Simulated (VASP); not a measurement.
# Ge (Cmmm) in VASP: a series of runs, part 2 of 2

VASP 6.6.1. The steps go on from the part before.

## (6) Single point, HSE(alpha, omega)

File POSCAR:

```
Ge
1.0
    1.3971490000     -2.6005160000      0.0000000000
    1.3971490000      2.6005160000      0.0000000000
    0.0000000000      0.0000000000      2.6982310000
Ge
1
Direct
    0.5000000000      0.5000000000      0.0000000000
```

File INCAR.step1:

```
PREC = Accurate
ENCUT = 520
EDIFF = 1E-5
ISMEAR = -1
SIGMA = 0.05
LREAL = False
LASPH = True
NELM = 60
ALGO = Normal
ISIF = 2
LWAVE = True
GGA = PE
```

File INCAR.step2:

```
PREC = Accurate
ENCUT = 520
EDIFF = 1E-6
ISMEAR = -1
SIGMA = 0.05
LREAL = False
LASPH = True
NELM = 60
ALGO = Normal
ISIF = 2
LWAVE = False
LCHARG = False
GGA = PE
LHFCALC = True
HFSCREEN = 0.15
AEXX = 0.25
PRECFOCK = Fast
ISTART = 1
```

File KPOINTS:

```
regular mesh
0
Gamma
  6 6 5
```

Potentials or basis: VASP PAW PBE potentials, release 64 (Ge_d).

Command:

```sh
$ cat potpaw_PBE.64/Ge_d/POTCAR > POTCAR
$ cp INCAR.step1 INCAR
$ mpirun -np 1 vasp_std > vasp.out
$ cp INCAR.step2 INCAR
$ mpirun -np 1 vasp_std > vasp.out
```

OUTCAR:

```text
PREC = Accurate
   ENCUT = 520
   EDIFF = 1E-6
   ISMEAR = -1
   LREAL = False
   LASPH = True
   NELM = 60
   ISIF = 2
   GGA = PE
   LHFCALC = True
   HFSCREEN = 0.15
   AEXX = 0.25
   PRECFOCK = Fast
   ISTART = 1

 ion  position               nearest neighbor table
   1  0.500  0.500  0.000-

  LATTYP: Found a base centered orthorhombic cell.
 ALAT       =     2.7942980000
 B/A-ratio  =     1.8613018368
 C/A-ratio  =     0.9656203454

  Lattice vectors:

 A1 = (   1.3971490000,  -2.6005160000,   0.0000000000)
 A2 = (   1.3971490000,   2.6005160000,   0.0000000000)
 A3 = (   0.0000000000,   0.0000000000,   2.6982310000)

Analysis of symmetry for initial positions (statically):
=====================================================================
 Subroutine PRICEL returns:
 Original cell was already a primitive cell.

 Routine SETGRP: Setting up the symmetry group for a
 base centered orthorhombic supercell.

 Subroutine GETGRP returns: Found  8 space group operations
 (whereof  8 operations were pure point group operations)
 out of a pool of  8 trial point group operations.

The static configuration has the point symmetry D_2h.

Analysis of symmetry for dynamics (positions and initial velocities):
=====================================================================
 Subroutine PRICEL returns:
 Original cell was already a primitive cell.

 Routine SETGRP: Setting up the symmetry group for a
 base centered orthorhombic supercell.

 Subroutine GETGRP returns: Found  8 space group operations
 (whereof  8 operations were pure point group operations)
 out of a pool of  8 trial point group operations.

The dynamic configuration has the point symmetry D_2h.

 Subroutine INISYM returns: Found  8 space group operations
[... 124 lines left out ...]
   NKREDX  =     1    reduce k-point grid by
   NKREDY  =     1    reduce k-point grid by
   NKREDZ  =     1    reduce k-point grid by
   AEXX    =    0.2500 exact exchange contribution
   HFSCREEN=    0.1500 screening length (either q_TF or 0.3 A-1)
   HFSCREENC=   0.1500 screening length for correlation (either q_TF or 0.3 A-1)
   ENCUTFOCK=  -1.0 apply spherical cutoff to Coloumb kernel
   IVDW    =     0    specifies the selected vdW correction
   LEPSILON=     F    determine dielectric tensor
   LRPA    =     F    only Hartree local field effects (RPA)
 non-spin polarized calculation
  energy-cutoff  :      520.00
  volume of cell :       19.61
 maximum number of plane-waves:       542
 NGX is ok and might be reduce to    24
  NGX = 14; NGY = 14; NGZ = 12

 number of electron      14.0000003 magnetization

 Free energy of the ion-electron system (eV)
  ---------------------------------------------------
  ext. energy  EPLUGINS =         0.00000000
  ---------------------------------------------------
  free energy    TOTEN  =        -5.08239142 eV

  energy without entropy =       -5.07971419  energy(sigma->0) =       -5.08105280

 E-fermi :   6.2330     XC(G=0):  -8.9904

 val. band max:        6.1446526343   @ k =   0.5000   0.1667   0.4000
 cond. band min:       6.3665412211   @ k =   0.5000   0.1667   0.0000
 fundamental gap:      0.2218885869
 Fermi energy:         6.2329724134

 k-point     1 :       0.0000    0.0000    0.0000
  band No.  band energies     occupation
      1     -22.0705      2.00000
      2     -22.0343      2.00000
      3     -21.9837      2.00000
      4     -21.8688      2.00000
      5     -21.8388      2.00000
      6      -8.4090      2.00000
      7      13.7708      0.00000
      8      14.3612      0.00000
      9      15.9514      0.00000
     10      17.1265      0.00000
     11      19.5917      0.00000
[... 309 lines left out ...]
 k-point    24 :       0.5000    0.3333    0.2000
  band No.  band energies     occupation
      1     -22.0170      2.00000
      2     -21.9432      2.00000
      3     -21.9335      2.00000
      4     -21.9160      2.00000
      5     -21.8823      2.00000
      6      -3.0361      2.00000
      7       2.4981      2.00000
      8       8.4365      0.00000
      9      11.5593      0.00000
     10      17.4295      0.00000
     11      21.9590      0.00000

 [... further k-points ...]

------------------------ aborting loop because EDIFF is reached ----------------------------------------

  FORCE on cell =-STRESS in cart. coord.  units (eV):
  Direction    XX          YY          ZZ          XY          YZ          ZX
  --------------------------------------------------------------------------------------
  -------------------------------------------------------------------------------------
  Total        0.4639637     -1.2969333      0.5895804      0.0000000      0.0000000      0.0000000
  in kB       37.9125683   -105.9782710     48.1772798      0.0000000      0.0000000      0.0000000
  external PRESSURE =      -6.6294743 kB  Pullay stress =       0.0000000 kB

 VOLUME and BASIS-vectors are now :
 -----------------------------------------------------------------------------
  energy-cutoff  :      520.00
  volume of cell :       19.61
      direct lattice vectors                 reciprocal lattice vectors
     1.397149000 -2.600516000  0.000000000     0.357871637 -0.192269534  0.000000000
     1.397149000  2.600516000  0.000000000     0.357871637  0.192269534  0.000000000
     0.000000000  0.000000000  2.698231000     0.000000000  0.000000000  0.370613191

 POSITION                                       TOTAL-FORCE (eV/Angst)
 -----------------------------------------------------------------------------------
      1.39715      0.00000      0.00000         0.000000      0.000000      0.000000
 -----------------------------------------------------------------------------------
    total drift:                                0.000000      0.000002      0.000000

  FREE ENERGIE OF THE ION-ELECTRON SYSTEM (eV)
  ---------------------------------------------------
  free  energy   TOTEN  =        -5.0823914160 eV

  energy  without entropy=       -5.0797141932  energy(sigma->0) =       -5.08105280
```

Run time: 14 min. Hardware: 1 thread of Intel Xeon Platinum 8259CL at 2.50GHz (Skylake/Cascade Lake), shared host; peak memory 0.24 GiB.

Results:

* Free energy: -5.0824 eV
* Pressure: -0.7 GPa
* Band gap on the k mesh: none (metal or under the smearing width)

Stress tensor (GPa, compression positive):
```
  3.79   0.00   0.00
  0.00 -10.60   0.00
  0.00   0.00   4.82
```

Caveat: the k mesh is coarse (spacing up to 0.47 Å⁻¹), so the values aren't converged, least of all with exact exchange; the PAW data sets were made with another functional, which shifts forces and pressure a little.
